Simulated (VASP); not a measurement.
# H2C3F4 in VASP: notebook

The runs below take H2C3F4 through single point, with PBE+D3(BJ).

All numbers are computed with VASP 6.6.1; they aren't measurements. Logs are shortened: lines on timing, memory, paths and dates and some standing lists are left out, and cuts for length are marked.

## 1. The structure

The cell holds a amorphous, 36 atoms: a = 8.017 Å, b = 8.017 Å, c = 8.017 Å, α = 90.00°, β = 90.00°, γ = 90.00°.

The cell was built by a generator and needn't be a form met in nature.

## 2. Single point, PBE+D3(BJ)

Input file INCAR:

```
ALGO     = Normal         # electronic algorithm
EDIFF    = 1E-6           # SCF threshold, eV
ENCUT    = 520            # plane-wave cutoff, eV
GGA      = PE             # functional
ISIF     = 2              # what is computed and relaxed
ISMEAR   = -1             # smearing method
IVDW     = 12             # dispersion correction
LASPH    = True           # aspherical terms in the spheres
LCHARG   = False          # write CHGCAR
LREAL    = Auto         
LWAVE    = False          # write WAVECAR
NBANDS   = 108            # bands
NELM     = 80             # most SCF steps
PREC     = Accurate       # precision mode
SIGMA    = 0.05           # smearing width, eV
```

Input file KPOINTS:

```
k-points
0
Gamma
  1 1 1
```

Input file POSCAR:

```
H2C3F4
1.0
    8.0166320000      0.0000000000      0.0000000000
    0.0000000000      8.0166320000      0.0000000000
    0.0000000000      0.0000000000      8.0166320000
C H F
12 8 16
Direct
    0.8259453596      0.2084915461      0.4577483412
    0.8416003129      0.3398060432      0.5344389015
    0.2290612816      0.8765276989      0.7897206707
    0.3441719665      0.9520581711      0.8604361532
    0.7842695037      0.7727309923      0.1847284496
    0.7417454113      0.6910383313      0.0707903269
    0.5544972003      0.3027455919      0.0602123186
    0.6025722523      0.2792943471     -0.0786988850
    0.3266084810      0.2207286052      0.4395985746
    0.5664723041      0.6866599340      0.5936033985
    0.0187485218      0.2208782940      0.9727900694
    0.2201173760      0.6694207742      0.1742003375
    0.8657750537      0.4470206441      0.6118404836
    0.8609226418      0.1134641081      0.3664631232
    0.4473699179      1.0177840270      0.9317379169
    0.1122416496      0.8225399395      0.7511259092
    0.7102483936      0.5953123456     -0.0115260374
    0.8206813036      0.8372094416      0.3003505712
    0.6508718374      0.2777849850     -0.1993480554
    0.5338775685      0.3281926874      0.1866744039
    0.4647213443      0.1252521009      0.4756735746
    0.2666581178      0.1771317431      0.2929160276
    0.2182088438      0.1901546684      0.5529878383
    0.3931326772      0.3773654572      0.4478065103
    0.6448842856      0.5913580666      0.4823222520
    0.5249087148      0.5892250012      0.7182193220
    0.6752336892      0.8172509353      0.6363270760
    0.4425299802      0.7625521541      0.5089419098
   -0.0501207989      0.3385461625      1.0671439078
   -0.0195094399      0.0708651713      1.0296094420
   -0.0378587916      0.2245331955      0.8066978751
    0.1884706695      0.2346746115      0.9631351420
    0.1990112556      0.8310722009      0.2073688801
    0.1609029827      0.5831002346      0.2931779830
    0.1523956694      0.6488260906      0.0249606069
    0.3844382529      0.6182646278      0.1740381746
```

Potentials or basis: VASP PAW PBE potentials, release 64 (C, H, F).

Run with:

```bash
$ cat potpaw_PBE.64/C/POTCAR potpaw_PBE.64/H/POTCAR potpaw_PBE.64/F/POTCAR > POTCAR
$ mpirun -np 1 vasp_gam > vasp.out
```

OUTCAR:

```text
EDIFF = 1E-6
   ENCUT = 520
   GGA = PE
   ISIF = 2
   ISMEAR = -1
   IVDW = 12
   LASPH = True
   LREAL = Auto
   NELM = 80
   PREC = Accurate
 IVDW          = 12

 ion  position               nearest neighbor table
   1  0.826  0.208  0.458-  14 1.09   2 1.23
   2  0.842  0.340  0.534-  13 1.08   1 1.23
   3  0.229  0.877  0.790-  16 1.08   4 1.24
   4  0.344  0.952  0.860-  15 1.14   3 1.24
   5  0.784  0.773  0.185-  18 1.10   6 1.17
   6  0.742  0.691  0.071-  17 1.04   5 1.17
   7  0.554  0.303  0.060-  20 1.05   8 1.19
   8  0.603  0.279  0.921-  19 1.04   7 1.19
   9  0.327  0.221  0.440-  23 1.28  22 1.32  24 1.37  21 1.38
  10  0.566  0.687  0.594-  26 1.31  25 1.33  28 1.35  27 1.40
  11  0.019  0.221  0.973-  30 1.32  29 1.33  32 1.37  31 1.41
  12  0.220  0.669  0.174-  34 1.27  35 1.32  33 1.33  36 1.38
  13  0.866  0.447  0.612-   2 1.08
  14  0.861  0.113  0.366-   1 1.09
  15  0.447  0.018  0.932-   4 1.14
  16  0.112  0.823  0.751-   3 1.08
  17  0.710  0.595  0.988-   6 1.04
  18  0.821  0.837  0.300-   5 1.10
[... 16 lines left out ...]
  35  0.152  0.649  0.025-  12 1.32
  36  0.384  0.618  0.174-  12 1.38

  LATTYP: Found a simple cubic cell.
 ALAT       =     8.0166320000

  Lattice vectors:

 A1 = (   8.0166320000,   0.0000000000,   0.0000000000)
 A2 = (   0.0000000000,   8.0166320000,   0.0000000000)
 A3 = (   0.0000000000,   0.0000000000,   8.0166320000)

Analysis of symmetry for initial positions (statically):
=====================================================================
 Subroutine PRICEL returns:
 Original cell was already a primitive cell.

 Routine SETGRP: Setting up the symmetry group for a
 simple cubic supercell.

 Subroutine GETGRP returns: Found  1 space group operations
 (whereof  1 operations were pure point group operations)
 out of a pool of 48 trial point group operations.

The static configuration has the point symmetry C_1 .

Analysis of symmetry for dynamics (positions and initial velocities):
=====================================================================
 Subroutine PRICEL returns:
 Original cell was already a primitive cell.

 Routine SETGRP: Setting up the symmetry group for a
 simple cubic supercell.

 Subroutine GETGRP returns: Found  1 space group operations
 (whereof  1 operations were pure point group operations)
 out of a pool of 48 trial point group operations.

The dynamic configuration has the point symmetry C_1 .

 Subroutine INISYM returns: Found  1 space group operations
 (whereof  1 operations are pure point group operations),
 and found     1 'primitive' translations

----------------------------------------------------------------------------------------

                                     Primitive cell

  volume of cell :     515.2000

  direct lattice vectors                    reciprocal lattice vectors
     8.016632000  0.000000000  0.000000000     0.124740664  0.000000000  0.000000000
     0.000000000  8.016632000  0.000000000     0.000000000  0.124740664  0.000000000
     0.000000000  0.000000000  8.016632000     0.000000000  0.000000000  0.124740664

  length of vectors
     8.016632000  8.016632000  8.016632000     0.124740664  0.124740664  0.124740664

  position of ions in fractional coordinates (direct lattice)
     0.825945360  0.208491546  0.457748341
     0.841600313  0.339806043  0.534438902
     0.229061282  0.876527699  0.789720671
     0.344171966  0.952058171  0.860436153
     0.784269504  0.772730992  0.184728450
     0.741745411  0.691038331  0.070790327
[... 28 lines left out ...]
     0.152395669  0.648826091  0.024960607
     0.384438253  0.618264628  0.174038175

  ion indices of the primitive-cell ions
   primitive index   ion index
                 1           1
                 2           2
                 3           3
                 4           4
                 5           5
                 6           6
[... 28 lines left out ...]
                35          35
                36          36

----------------------------------------------------------------------------------------

 KPOINTS: k-points

Automatic generation of k-mesh.
 Grid dimensions read from file:
 generate k-points for:    1    1    1

 Generating k-lattice:

  Cartesian coordinates                     Fractional coordinates (reciprocal lattice)
     0.124740664  0.000000000  0.000000000     1.000000000  0.000000000  0.000000000
     0.000000000  0.124740664  0.000000000     0.000000000  1.000000000  0.000000000
     0.000000000  0.000000000  0.124740664     0.000000000  0.000000000  1.000000000

  Length of vectors
     0.124740664  0.124740664  0.124740664

  Shift w.r.t. Gamma in fractional coordinates (k-lattice)
     0.000000000  0.000000000  0.000000000

 Subroutine IBZKPT returns following result:
 ===========================================

 Found      1 irreducible k-points:

 Following reciprocal coordinates:
            Coordinates               Weight
  0.000000  0.000000  0.000000      1.000000
   k-points           NKPTS =      1   k-points in BZ     NKDIM =      1   number of bands    NBANDS=    108
   number of dos      NEDOS =    301   number of ions     NIONS =     36
   total plane-waves  NPLWV = 216000
   dimension x,y,z NGX =    60 NGY =   60 NGZ =   60
   dimension x,y,z NGXF=   120 NGYF=  120 NGZF=  120
   ions per type =              12   8  16
   NGX,Y,Z   is equivalent  to a cutoff of  12.44, 12.44, 12.44 a.u.
   NGXF,Y,Z  is equivalent  to a cutoff of  24.89, 24.89, 24.89 a.u.
 SYSTEM =  unknown system
   PREC   = accura    normal or accurate (medium, high low for compatibility)
   ISTART =      0    job   : 0-new  1-cont  2-samecut
   ICHARG =      2    charge: 1-file 2-atom 10-const
   ISPIN  =      1    spin polarized calculation?
   LNONCOLLINEAR =      F non collinear calculations
   LSORBIT =      F    spin-orbit coupling
   LASPH  =      T    aspherical Exc in radial PAW
   ENCUT  =  520.0 eV  38.22 Ry    6.18 a.u.  14.91 14.91 14.91*2*pi/ulx,y,z
   NELM   =     80;   NELMIN=  2; NELMDL= -5     # of ELM steps
   EDIFF  = 0.1E-05   stopping-criterion for ELM
   LREAL  =      T    real-space projection
   EDIFFG = 0.1E-04   stopping-criterion for IOM
   NSW    =      0    number of steps for IOM
   IBRION =     -1    ionic relax: 0-MD 1-quasi-New 2-CG
   NFREE  =      0    steps in history (QN), initial steepest desc. (CG)
   ISIF   =      2    stress and relaxation
   ISYM   =      2    0-nonsym 1-usesym 2-fastsym
   POTIM  = 0.5000    time-step for ionic-motion
   TEBEG  =    0.0;   TEEND  =   0.0 temperature during run
   PSTRESS=    0.0 pullay stress
   NELECT =     168.0000    total number of electrons
   NUPDOWN=      -1.0000    fix difference up-down
   EMIN   =  10.00;   EMAX   =-10.00  energy-range for DOS
   EFERMI =   0.00;   METHOD = LEGACY
   ISMEAR =    -1;   SIGMA  =   0.05  broadening in eV -4-tet -1-fermi 0-gaus
   EFERMI_NEDOS =   21; number of points for ismear=-14 and -15
   IALGO  =     38    algorithm
   IMIX   =      4    mixing-type and parameters
     AMIX     =   0.40;   BMIX     =  1.00
     AMIX_MAG =   1.60;   BMIX_MAG =  1.00
  volume/ion in A,a.u.               =      14.31        96.58
  Fermi-wavevector in a.u.,A,eV,Ry     =   1.126815  2.129372 17.275483  1.269712
  Thomas-Fermi vector in A             =   2.263499
   LORBIT       =      0    0 simple, 1 ext, 2 COOP (PROOUT), +10 PAW based schemes
   GGA     = PE    functional components
   LHFCALC =     F    Hartree Fock is set to
   AEXX    =    0.0000 exact exchange contribution
   IVDW    =    12    specifies the selected vdW correction
   LEPSILON=     F    determine dielectric tensor
   LRPA    =     F    only Hartree local field effects (RPA)
 non-spin polarized calculation
  energy-cutoff  :      520.00
  volume of cell :      515.20
 maximum number of plane-waves:      6975
 NGX is ok and might be reduce to    60
   NGX = 29   NGY = 29   NGZ = 29

 number of electron     167.9999923 magnetization

 Free energy of the ion-electron system (eV)
  ---------------------------------------------------
  ext. energy  EPLUGINS =         0.00000000
  ---------------------------------------------------
  free energy    TOTEN  =      -191.76592054 eV

  energy without entropy =     -191.76592054  energy(sigma->0) =     -191.76592054

 E-fermi :  -1.2306     XC(G=0):  -7.1448

 val. band max:       -2.5267364749   @ k =   0.0000   0.0000   0.0000
 cond. band min:       2.7954519768   @ k =   0.0000   0.0000   0.0000
 fundamental gap:      5.3221884518
 Fermi energy:        -1.2306017459

 k-point     1 :       0.0000    0.0000    0.0000
  band No.  band energies     occupation
      1     -30.7967      2.00000
      2     -30.7533      2.00000
      3     -30.5023      2.00000
      4     -30.2166      2.00000
      5     -28.2060      2.00000
      6     -28.1620      2.00000
[... 88 lines left out ...]
     95       4.9232      0.00000
     96       5.1305      0.00000
 [bands above 96 left out]

------------------------ aborting loop because EDIFF is reached ----------------------------------------

 Edisp (eV)   -1.55517

 E8    (eV) :    -0.3731

  FORCE on cell =-STRESS in cart. coord.  units (eV):
  Direction    XX          YY          ZZ          XY          YZ          ZX
  --------------------------------------------------------------------------------------
  -------------------------------------------------------------------------------------
  Total       2.19094     3.91075    11.03867    -1.31877    -2.05248    -7.21197
  in kB       6.81341    12.16171    34.32824    -4.10112    -6.38282   -22.42790
  external pressure =       17.77 kB  Pullay stress =        0.00 kB

 VOLUME and BASIS-vectors are now :
 -----------------------------------------------------------------------------
  energy-cutoff  :      520.00
  volume of cell :      515.20
      direct lattice vectors                 reciprocal lattice vectors
     8.016632000  0.000000000  0.000000000     0.124740664  0.000000000  0.000000000
     0.000000000  8.016632000  0.000000000     0.000000000  0.124740664  0.000000000
     0.000000000  0.000000000  8.016632000     0.000000000  0.000000000  0.124740664

 POSITION                                       TOTAL-FORCE (eV/Angst)
 -----------------------------------------------------------------------------------
      6.62130      1.67140      3.66960         1.066228      1.199894     -0.131227
      6.74680      2.72410      4.28440         0.086792     -1.271591     -0.598573
      1.83630      7.02680      6.33090         1.924910      1.617845      1.509791
      2.75910      7.63230      6.89780        -0.792376     -0.883179     -0.447028
      6.28720      6.19470      1.48090         1.283762      2.541909      3.855040
      5.94630      5.53980      0.56750        -0.546637     -1.530382     -1.860874
[... 28 lines left out ...]
      1.22170      5.20140      0.20010        -0.336060     -1.282665     -0.412082
      3.08190      4.95640      1.39520        -0.021417      1.075742     -0.969771
 -----------------------------------------------------------------------------------
    total drift:                                0.012746      0.035520      0.022377

  FREE ENERGIE OF THE ION-ELECTRON SYSTEM (eV)
  ---------------------------------------------------
  free  energy   TOTEN  =      -193.3210903259 eV

  energy  without entropy=     -193.3210903258  energy(sigma->0) =     -193.32109033
```

Wall time 49 s (1 thread of Intel Xeon 6975P-C (Granite Rapids), shared host); peak memory 0.44 GiB.

What came out:

| Quantity | Value |
| --- | --- |
| Free energy | -193.3211 eV |
| Pressure | 1.8 GPa |
| Largest force | 4.793 eV/Å |
| Band gap on the k mesh | 5.32 eV, direct |
| Dispersion energy per atom | -0.043 eV |

Forces on the atoms (eV/Å):
```
C    1.066  1.200 -0.131
C    0.087 -1.272 -0.599
C    1.925  1.618  1.510
C   -0.792 -0.883 -0.447
C    1.284  2.542  3.855
C   -0.547 -1.530 -1.861
C    0.136  0.050  0.604
C    0.017  0.112 -0.314
C    3.324 -0.702  0.564
C    1.097  1.935 -1.894
C    0.855 -0.711 -2.099
C    2.267  1.134 -1.276
H   -0.249 -0.306 -0.225
H   -0.710  0.272  0.562
H   -1.321 -0.885 -1.131
H    0.327  0.038 -0.179
H   -0.408 -0.553 -0.932
H   -0.302 -0.353 -1.065
H    0.266 -0.352 -1.211
H   -0.325  0.107  0.807
F   -0.176 -0.551 -0.484
F   -0.140  0.493 -0.962
F   -1.830  0.419  1.597
F   -1.346  0.104 -0.540
F    0.584 -0.235 -0.496
F   -0.615  0.493  0.892
F   -0.673 -1.301  0.525
F   -0.580 -0.466  0.869
F    0.320  0.153 -0.302
F   -0.259 -0.455  0.680
F    0.326  0.521  1.746
F   -1.102  0.685  0.477
F    0.637  0.867  0.580
F   -2.787 -1.980  2.262
F   -0.336 -1.283 -0.412
F   -0.021  1.076 -0.970
```

Levels at points of the mesh, in eV from the valence-band top:
```
           k point  band 80  band 81  band 82  band 83  band 84  band 85  band 86  band 87  band 88  band 89
(0.00, 0.00, 0.00)    -0.49    -0.45    -0.33    -0.05     0.00     5.32     5.72     5.78     6.03     6.15
```

Caveat: the standard files for N, O and F lose accuracy on very short bonds.

## 3. Single point, PBE+D3(BJ)

Input file INCAR:

```
ALGO = Fast
EDIFF = 1E-7
ENCUT = 520
GGA = PE
ISIF = 2
ISMEAR = -1
IVDW = 12
LASPH = True
LCHARG = False
LREAL = Auto
LWAVE = False
NBANDS = 108
NELM = 80
PREC = Accurate
SIGMA = 0.05
```

KPOINTS is that of step 2.

Input file POSCAR:

```
H2C3F4
1.0
    8.0166320000      0.0000000000      0.0000000000
    0.0000000000      8.0166320000      0.0000000000
    0.0000000000      0.0000000000      8.0166320000
C H F
12 8 16
Direct
    0.7860283471      0.2098636934      0.4294571586
    0.8504319520      0.3235398606      0.5049876307
    0.2087036052      0.8743197892      0.7777206188
    0.3307124488      0.9404947115      0.8303362310
    0.7721696593      0.7532714487      0.1749487815
    0.7406726416      0.6658157690      0.0607487034
    0.5768382533      0.3146583253      0.0752809908
    0.6337324702      0.3174400422     -0.0599378891
    0.3379349333      0.2048116965      0.4401474335
    0.5786220448      0.7073668842      0.5814910800
    0.0438338694      0.2149406384      0.9611268173
    0.2253814320      0.6558864121      0.1888698396
    0.9304406140      0.4077647571      0.5711875012
    0.7438410544      0.0892644193      0.3823550838
    0.3979351927      0.9968899658      0.9270601420
    0.1003164421      0.8306106604      0.6981485492
    0.6879322888      0.5687301101     -0.0068856847
    0.8551845713      0.8332551625      0.2603961364
    0.6741359713      0.3459807061     -0.1796515045
    0.5332289171      0.3068246116      0.2046744818
    0.4566506234      0.0953891859      0.4736527759
    0.2727454622      0.1766577286      0.2906332734
    0.2177473034      0.2115227442      0.5529628902
    0.4011659759      0.3612115412      0.4348833775
    0.6457948924      0.6145598301      0.4654323661
    0.5328047988      0.6242022835      0.7195415731
    0.6905393687      0.8171012465      0.6389216818
    0.4255153536      0.7655085078      0.5182974596
   -0.0329065872      0.3323216034      1.0608819265
    0.0180499741      0.0573308092      1.0135054222
   -0.0303494036      0.2286371633      0.8114255463
    0.2073314579      0.2446912868      0.9587692188
    0.2235103220      0.8162530100      0.2166121633
    0.1345452804      0.5690918580      0.2996146012
    0.1512355812      0.6235910542      0.0436218103
    0.3821056025      0.6231295137      0.1748864112
```

Potentials or basis: VASP PAW PBE potentials, release 64 (C, H, F).

Run with:

```bash
$ cat potpaw_PBE.64/C/POTCAR potpaw_PBE.64/H/POTCAR potpaw_PBE.64/F/POTCAR > POTCAR
$ mpirun -np 1 vasp_gam > vasp.out
```

Run time: 60 s. Hardware: 1 thread of Intel Xeon 6975P-C (Granite Rapids), shared host; peak memory 0.44 GiB.

Results (log left out):

- Free energy: -192.9965 eV
- Pressure: 3.3 GPa
- Largest force: 6.119 eV/Å
- Band gap on the k mesh: 5.73 eV, direct
- Dispersion energy per atom: -0.043 eV

Forces on the atoms (eV/Å):
```
C    0.242 -0.773  0.156
C    0.243 -0.370 -0.230
C   -3.314 -1.456 -2.762
C    0.774  0.480  1.190
C    3.146  3.753  3.669
C   -0.722 -1.102 -1.454
C   -1.556 -0.663  4.098
C    0.356 -0.037 -2.146
C   -0.376  1.508 -0.107
C   -2.249  0.032  1.011
C   -1.066  0.314  0.670
C   -1.575 -0.057 -1.465
H   -0.303  0.243 -0.158
H    0.023  0.910  0.019
H    1.160  0.483  0.368
H    1.519  0.415  1.239
H   -0.395 -0.676 -0.968
H   -1.677 -1.190 -1.252
H    0.469 -0.100 -1.273
H    0.407  0.194 -1.096
F   -0.024 -0.334  0.312
F   -0.371 -0.756 -0.750
F   -0.402 -0.806  0.735
F    0.841  0.348  0.081
F    0.440 -0.586 -0.360
F   -0.005 -1.140  0.081
F   -0.132  1.144 -0.918
F    1.991  0.315  0.095
F    0.801 -1.101 -0.144
F   -0.214  0.505  0.572
F    0.644  0.053 -0.385
F   -0.145  0.341 -0.336
F   -1.234  2.377  1.093
F    0.686 -0.063  1.157
F   -0.394 -0.119 -1.266
F    2.411 -2.085  0.522
```

Stress tensor (GPa, compression positive):
```
 1.96  0.09 -0.82
 0.09  3.47  0.41
-0.82  0.41  4.37
```

Levels at points of the mesh, in eV from the valence-band top:
```
           k point  band 81  band 82  band 83  band 84  band 85  band 86  band 87  band 88
(0.00, 0.00, 0.00)    -0.21    -0.16    -0.09     0.00     5.73     5.93     5.97     6.11
```

Caveat: the standard files for N, O and F lose accuracy on very short bonds. A hybrid or GW would open this gap; PBE tends to underestimate it.
